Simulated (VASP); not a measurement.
The system is GaAs.

```
Ga As
1.0
     3.65181    0.00000    0.00000
    -1.82590    3.16256    0.00000
     0.00000    0.00000    6.01668
Ga As
2 2
Direct
  0.00000 0.00000 0.00000
  0.00000 0.00000 0.50000
  0.33333 0.66667 0.75000
  0.66667 0.33333 0.25000
```

The cell was built by a generator and needn't be a form met in nature.

| Item | Value |
| --- | --- |
| Program | VASP 6.6.1 |
| Task | relaxation of cell and atoms |
| Functional | PBE |
| Potentials or basis | VASP PAW PBE potentials, release 64 (Ga_d, As) |
| Cutoff | 600 eV |
| k mesh | 6 × 6 × 4 |
| Occupations | gaussian, width 0.1 eV |
| Spin | no spin polarisation |

At the start: pressure 13.1 GPa; volume 17.37 Å³/atom.

Problem. Where does the relaxation end?

Solution. Over 8 steps the energy falls by 104.3 meV/atom and the volume is 19.81 Å³/atom (+14.0 %); space group P6_3/mmc (No. 194, to 0.05 Å).

The path:
```tsv
step	energy change (eV)	largest force (eV/Å)	pressure (GPa)	volume (Å³)
1	0.0000	0.0000	13.05	69.49
2	-0.3455	0.0000	-3.69	84.69
3	-0.3997	0.0000	-0.25	79.97
4	-0.3996	0.0000	-0.39	80.19
5	-0.4119	0.0000	-0.31	79.97
6	-0.4163	0.0000	-0.27	79.80
7	-0.4168	0.0000	-0.29	79.72
8	-0.4170	0.0000	0.18	79.25
```

Final structure:
```xyz
4
Lattice="3.7465 0.0000 0.0000 -1.8733 3.2446 0.0000 0.0000 0.0000 6.5195" Properties=species:S:1:pos:R:3 pbc="T T T"
Ga    0.0000    0.0000    0.0000
Ga    0.0000    0.0000    3.2597
As    0.0000    2.1631    4.8896
As    1.8733    1.0815    1.6299
```
